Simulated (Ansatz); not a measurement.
## Al2O3 (Corundum): G0W0 under other settings

Aim: change settings of a G0W0 run on Al2O3 (Corundum) and see what moves.

Method: G0W0 on PBE, plane waves, PAW, in Ansatz 0.2.0.

### Step 1. The starting structure

Symmetry: R-3c, No. 167, trigonal system. The conventional cell has a = 4.760 Å, b = 4.760 Å, c = 12.996 Å, α = 90.00°, β = 90.00°, γ = 120.00°. Nearest to Al lie 6 O at 1.85 to 1.97 Å. Nearest to O lie 4 Al at 1.85 to 1.97 Å. Farther neighbours and most contacts between anions are not listed.

The cell and positions come from the Crystallography Open Database and are kept as given unless a step says otherwise. The default PAW set here is soft_2. Its files were made with PBE.

### Step 2. The base run: 4×4×4 mesh, 125 empty bands, screening to 75 eV

G0W0 replaces the xc potential by the self-energy, built once from these orbitals. Only a window of levels is corrected, while the sums run over the empty bands that the input names.

File input.yaml:

```yaml
crystal:
  lattice:
    - [2.38025, 1.3742379782, 4.3318666667]
    - [-2.38025, 1.3742379782, 4.3318666667]
    - [0.0, -2.7484759565, 4.3318666667]
  atoms:
    - { symbol: Al, position: [0.35216, 0.35216, 0.35216] }
    - { symbol: Al, position: [0.14784, 0.14784, 0.14784] }
    - { symbol: Al, position: [0.64784, 0.64784, 0.64784] }
    - { symbol: Al, position: [0.85216, 0.85216, 0.85216] }
    - { symbol: O, position: [0.55668, 0.94332, 0.25] }
    - { symbol: O, position: [0.25, 0.55668, 0.94332] }
    - { symbol: O, position: [0.94332, 0.25, 0.55668] }
    - { symbol: O, position: [0.44332, 0.05668, 0.75] }
    - { symbol: O, position: [0.75, 0.44332, 0.05668] }
    - { symbol: O, position: [0.05668, 0.75, 0.44332] }
kpoints:
  mp_grid: { grid: [4, 4, 4] }
hamiltonian:
  xc: pbe
scf:
  occupations: { method: fixed }
gw:
  n_empty_bands: 125
  ecut_chi: 75.0
  qp_bands: [v3, c3]
  qp_kpoints: band_edges
  screening: { model: contour_deformation }
```

On the command line:

```bash
$ ansatz run input.yaml --threads 3 --pin off --max-ram 64512MiB --backend cuda --events-out ev --progress --plain --runs-dir out --devices 1 --max-vram 24GiB  # rebuilt from the run's record
```

Numbers of over 12 decimals in the logs are rounded to 6 here.

Output:

```text
GPUs: using 1 of 1 available (devices: 1).
Engine: ansatz 0.2.0, x86_64-unknown-linux-gnu
Pseudopotentials: kind: paw
Pseudopotential: Al, paw, valence charge 3, recommended cutoff 420 eV (normal), Al.paw.azcp
Pseudopotential: O, paw, valence charge 6, recommended cutoff 420 eV (normal), O.paw.azcp
Functional definition: PBE
  parameter kappa = 0.804
  parameter beta = 0.066725
  exchange = pbe_x(kappa = kappa, mu = beta*pi^2/3)
  correlation = pbe_c(beta = beta)
device memory: the entry about to start is reckoned to put 1.7 GiB on a device that reports 71.5 GiB free (of which the cap on the GPU budget leaves the run 24.0 GiB)
GPU FFT provider: cuFFT
GPU libraries: cuBLAS 13.8.1, cuFFT 12.4.0, cuSOLVER 12.3.2
Crystal: 10 atoms, lattice volume = 85.018 Å³
Basis set: ecut = 420 eV, 1653 PW (Γ)
Bands: 34, of which v1, the nominal top of the filled ones, is band 24 counted from 1 (23 counted from 0)
Symmetry: 12 space group operations
Space group: R-3c (ITA 167), of the structure as read, at distance tolerance 4.4e-5 Å
k-points: 13 of 64
Non-local potential: Al, projectors of the file, l = 0: 2, l = 1: 2, l = 2: 1
Non-local potential: O, projectors of the file, l = 0: 2, l = 1: 2, l = 2: 1
PAW form: soft (Blöchl's): semilocal exchange-correlation on the pseudo side does not see the compensation charge
PAW one-centre angular grid: Al, 110 points (default); XC on 64 Gauss nodes
PAW one-centre angular grid: O, 110 points (default); XC on 64 Gauss nodes
Initial density: superposition of atomic densities (neutral atoms: chi_scale 0, normalization atom), corrected by the library's trained network
Initial wavefunctions: pseudopotential atomic-orbital guess
GPU buffer pool allocated for 46656 grid points (all kernels)
GPU transforms: local potential and band sums: pruned to the plane-wave sphere, on 36×36×36
Functional: x = pbe(κ = 0.804, μ = 0.219515), c = pbe(β = 0.066725)
SCF iter   1: F=—  HF=-5569.548618 eV  |F-HF|=—  |Δ(HF+E_count)|=         —  Δρ=1.69e-3  dr2=1.16e-3  ethr=1.77e-3  ⟨swp⟩=5.3  Hψ=1777  notcnv=0  defer=87
preconditioner: auto → Resta (q_TF=auto, 2.480 Å⁻¹)  ε∞=3.5  [insulator: Δε(μ)=6.209 eV  Ē_g=17.621 eV  n_scr=20 (ndim 8)  ℏωp=27.9 eV  f_vac=0.000  ε∞_Penn≈3.5]
SCF iter   2: F=—  HF=-5569.550190 eV  |F-HF|=—  |Δ(HF+E_count)|=   1.57e-3  Δρ=8.67e-4  dr2=2.49e-4  ethr=2.42e-6  ⟨swp⟩=2.1  Hψ=885  notcnv=0  defer=104
SCF iter   3: F=—  HF=-5569.550790 eV  |F-HF|=—  |Δ(HF+E_count)|=   6.00e-4  Δρ=2.46e-4  dr2=2.78e-5  ethr=5.20e-7  ⟨swp⟩=2.0  Hψ=656  notcnv=0  defer=104
SCF iter   4: F=—  HF=-5569.550832 eV  |F-HF|=—  |Δ(HF+E_count)|=   4.24e-5  Δρ=4.77e-5  dr2=1.01e-6  ethr=5.79e-8  ⟨swp⟩=2.0  Hψ=628  notcnv=0  defer=88
[...]
E_xc         = -613.960366
  E_vxc        = -697.572498  (∫ρ·V_xc dr)
  E_paw        = -2822.172533  (= ΣΔE_a)
  E_vpaw       = -233.842790  (= ΣTr[D̂ρ^β])
  E_aug_tail   = 0.015174  (compensation charges beyond the density's cutoff)
  E_ewald      = -2397.730569
  E_smearing   = -0.000000  (= −TS)
  E_closure    = 0.000000  (closes the sum)
  Σ components = -5569.550833   (vs F -5569.550833, Δ=0.00e0)
--- Band table (eV; the first three rows and the last of 13) ---
  k-point 0: bands = [... 20 lower, 7.2534, 7.7066, 7.7066, 7.7510, 13.9678, 16.9106, 18.5127, 19.2898, ... 6 higher]
  k-point 1: bands = [... 20 lower, 6.9864, 7.3014, 7.5967, 7.6382, 15.2220, 17.8162, 17.9062, 18.5498, ... 6 higher]
  k-point 2: bands = [... 20 lower, 6.8416, 6.8416, 7.4771, 7.4771, 17.2217, 17.2217, 17.4052, 17.4052, ... 6 higher]
  k-point 12: bands = [... 20 lower, 7.3684, 7.3684, 7.3684, 7.3684, 16.4293, 16.4293, 18.8590, 18.8590, ... 6 higher]
--- G₀W₀: contour deformation, 5 samples at zero and on the imaginary axis and 2 off it, 64 q-points, 125 empty bands' worth ---
  eigenvalues of the whole cell's RPA ε∞ on this k-mesh (on a slab, of 1 + 4πα/V) = 3.1058, 3.1380, 3.1380; static W/v taken at q = 0 is 0.319709
  bands read: the sum over 149 bands ends inside a degenerate multiplet in 3 slots, whose members it reads at an even weight; the widest, k=12: bands 147 to 150 (counted from 1) at 3/4 each
  gw.qp_kpoints: band_edges: 11 of 13 stored k-points solved, in 1 pass; an edge of the gap read off the rows below is read off those points alone
    valence top: of the k-points left out ik 10 came nearest to being solved in a further pass, in band 24 (counted from 1, as in the quasiparticle table): it holds the edge there only if its correction is more favourable than any solved in that band by at least 0.513 eV; those differ by 0.160 eV
    conduction bottom: of the k-points left out ik 10 came nearest to being solved in a further pass, in band 25 (counted from 1, as in the quasiparticle table): it holds the edge there only if its correction is more favourable than any solved in that band by at least 2.760 eV; those differ by 0.415 eV
    ik  band        ε_KS         Σx   Σc(E_QP)       V_xc       Z   E_QP_lin       E_QP  E_QP is
     0    22      7.7066   -26.9900     4.6218   -21.3928  0.8131     6.7249     6.7313  root
     0    23      7.7066   -26.9900     4.6218   -21.3928  0.8131     6.7249     6.7313  root
     0    24      7.7510   -26.9138     4.5803   -21.3873  0.8134     6.7988     6.8048  root
     0    25     13.9678   -11.3835    -3.8310   -16.6328  0.8555    15.3955    15.3861  root
     0    26     16.9106    -7.9116    -4.1849   -13.5347  0.8578    18.3598    18.3488  root
     0    27     18.5127   -10.0280    -4.3306   -16.4078  0.8482    20.5871    20.5618  root
     1    22      7.3014   -26.5359     4.7162   -20.7076  0.8103     6.1804     6.1893  root
     1    23      7.5967   -26.8143     4.6610   -21.1261  0.8121     6.5623     6.5695  root
[...]
12    24      7.3684   -26.7487     4.6922   -20.9898  0.8114     6.2937     6.3017  root
    12    25     16.4293   -10.5419    -4.0544   -16.2397  0.8481    18.0876    18.0727  root
    12    26     16.4293   -10.5419    -4.0544   -16.2397  0.8481    18.0876    18.0727  root
    12    27     18.8590    -7.1141    -4.3482   -13.0268  0.8570    20.4378    20.4236  root
[key lines of the parts left out:]
SCF converged after 6 iterations
Free energy (F): -5569.550833 eV
Fermi energy:    7.750965 eV
```

The job ended after 6.5 s (1 × NVIDIA H100 80GB HBM3 (shared by 3 runs) with 3 threads of AMD EPYC 7R13 (Zen 3), shared host; peak memory 1.2 GiB).

Reading the cycles: dr2 is the Hartree energy of the density residual (eV), the measure of convergence; HF is the Harris–Foulkes estimate of the energy, which meets the free energy F at convergence.

Numbers from this step:

```
bands summed                                 : 149
RPA ε∞ on this mesh (eigenvalues)            : 3.106, 3.138, 3.138
plane waves in the screening matrix          : 121
q-points in the mesh                         : 64
G0W0 gap on the mesh                         : 8.581 eV
k of the valence top                         : 0, 0, 0
k of the conduction bottom                   : 0, 0, 0
starting gap on the mesh                     : 6.217 eV
Z at the valence top                         : 0.8134
Z at the conduction bottom                   : 0.8555
least direct G0W0 gap on the computed points : 8.581 eV
```

The gap on the mesh goes from 6.22 eV to 8.58 eV, a correction of +2.36 eV. Between the two edge states, bare exchange in place of the xc potential would open the gap by 10.78 eV, and correlation takes back 8.41 eV.

### Step 3. Variant: starting point

This step: G0W0 on PBEsol, plane waves, PAW.

input.yaml, as its differences from that of step 2:

```diff
@@ -17,5 +17,5 @@
 kpoints:
-  mp_grid: { grid: [4, 4, 4] }
+  mp_grid: { grid: [2, 2, 2] }
 hamiltonian:
-  xc: pbe
+  xc: pbesol
 scf:
@@ -23,4 +23,4 @@
 gw:
-  n_empty_bands: 125
-  ecut_chi: 75.0
+  n_empty_bands: 193
+  ecut_chi: 100
   qp_bands: [v3, c3]
```

Output:

```text
GPUs: using 1 of 1 available (devices: 1).
[...]
concurrent solve slots: 2 of 3 are kept, ahead of what memory takes: no pass of the eigensolver takes more rounds on 2
[...]
GPU FFT provider: cuFFT
GPU libraries: cuBLAS 13.8.1, cuFFT 12.4.0, cuSOLVER 12.3.2
Crystal: 10 atoms, lattice volume = 85.018 Å³
Basis set: ecut = 420 eV, 1653 PW (Γ)
Bands: 34, of which v1, the nominal top of the filled ones, is band 24 counted from 1 (23 counted from 0)
[... 1 set-up line as in the run before ...]
[...]
k-points: 4 of 8
[...]
GPU buffer pool allocated for 46656 grid points (all kernels)
[...]
SCF iter   1: F=—  HF=-5478.833236 eV  |F-HF|=—  |Δ(HF+E_count)|=         —  Δρ=1.57e-2  dr2=1.56e-1  ethr=1.77e-3  ⟨swp⟩=5.2  Hψ=545  notcnv=0  defer=26
[...]
SCF iter   6: F=-5478.786276 eV  HF=-5478.786276 eV  |F-HF|=2.56e-9  |Δ(HF+E_count)|=   4.59e-8  Δρ=2.90e-6  dr2=9.22e-9  ethr=2.08e-10  ⟨swp⟩=10.2  Hψ=558  notcnv=0
SCF 1 converged in 6 iterations: F = -5478.786276 eV  dr2 = 9.22e-9
[...]
NSCF: frozen V_eff on 4 k-points
[...]
G₀W₀ screening: q 1/4
[... further progress lines ...]
[...]
SCF converged after 6 iterations
Free energy (F): -5478.786276 eV
[...]
Internal energy: -5478.786276 eV  (E = F + TS)
E sigma→0 (E₀):  -5478.786276 eV
Fermi energy:    7.646975 eV
[...]
--- Band table (eV) ---
  k-point 0: bands = [... 20 lower, 7.1418, 7.6036, 7.6036, 7.6470, 13.7564, 16.6327, 18.3106, 19.0237, ... 6 higher]
  k-point 1: bands = [... 20 lower, 6.7224, 6.7224, 7.3685, 7.3685, 16.9816, 16.9816, 17.1723, 17.1723, ... 6 higher]
  k-point 2: bands = [... 20 lower, 6.6069, 6.7147, 6.8959, 7.3857, 17.0993, 17.2682, 17.4501, 17.9108, ... 6 higher]
  k-point 3: bands = [... 20 lower, 7.2611, 7.2611, 7.2611, 7.2611, 16.1981, 16.1981, 18.5847, 18.5847, ... 6 higher]
[...]
0    22      7.6036   -27.0359     4.5776   -21.2726  0.8052     6.4076     6.4179  root
     0    23      7.6036   -27.0359     4.5776   -21.2726  0.8052     6.4076     6.4179  root
     0    24      7.6470   -26.9599     4.5246   -21.2693  0.8058     6.4710     6.4810  root
     0    25     13.7564   -11.1821    -4.1273   -16.7681  0.8449    15.2271    15.2150  root
     0    26     16.6327    -7.8016    -4.4870   -13.7624  0.8495    18.1201    18.1066  root
     0    27     18.3106    -9.9732    -4.6206   -16.5325  0.8411    20.2748    20.2494  root
     1    22      6.7224   -26.1242     4.7382   -20.0197  0.8015     5.3408     5.3561  root
     1    23      7.3685   -26.6175     4.6420   -20.7206  0.8036     6.1014     6.1135  root
[...]
3    24      7.2611   -26.7698     4.6422   -20.8777  0.8039     5.9993     6.0112  root
     3    25     16.1981   -10.3766    -4.3284   -16.3099  0.8395    17.8192    17.8029  root
     3    26     16.1981   -10.3766    -4.3284   -16.3099  0.8395    17.8192    17.8029  root
     3    27     18.5847    -7.0708    -4.6285   -13.2685  0.8500    20.1702    20.1539  root
```

Wall time 3.4 s (1 × NVIDIA H100 80GB HBM3 (shared by 3 runs) with 3 threads); peak memory 1.1 GiB.

The G0W0 gap on the mesh is 8.734 eV.

Against the base:

```
              setting   base  variant
                start    PBE   PBEsol
                 mesh  4×4×4    2×2×2
          empty bands    125      193
screening cutoff (eV)   75.0      100
```

```
                                    quantity  variant   base
                    starting gap on the mesh    6.109  6.217
                        G0W0 gap on the mesh    8.734  8.581
least direct G0W0 gap on the computed points    8.734  8.581
                        Z at the valence top    0.806  0.813
                  Z at the conduction bottom    0.845  0.855
```

### Step 4. Outcome

```
base           : 8.58 eV, 6.5 s
starting point : 8.73 eV, 3.4 s
```

**Reading.** Starting point: the gap moves by +0.15 eV. The variant differs from the base in start, mesh, empty bands and screening cutoff together, so the change can't be laid to one of them. All runs here use a coarse mesh and modest cutoffs; they test settings and are not final values.

[Paths, hosts, dates, memory and timing lines, banners, echoed tables and standing remarks are left out of the program output.]

[Logs are printed without paths, hosts, clocks, repeated set-up lines and the standing remarks that a program may print on its own settings, such as how far it seeks lower states.]

[Runs of the session that timed out or met a known fault of the program may be left out.]

[Cells called generated may have been cut or substituted from an entry of the Crystallography Open Database or the Materials Project.]

[Hosts, paths, dates, database ids (printed as entryN), source tags and the programs' standing remarks are cut or masked in the printed files.]
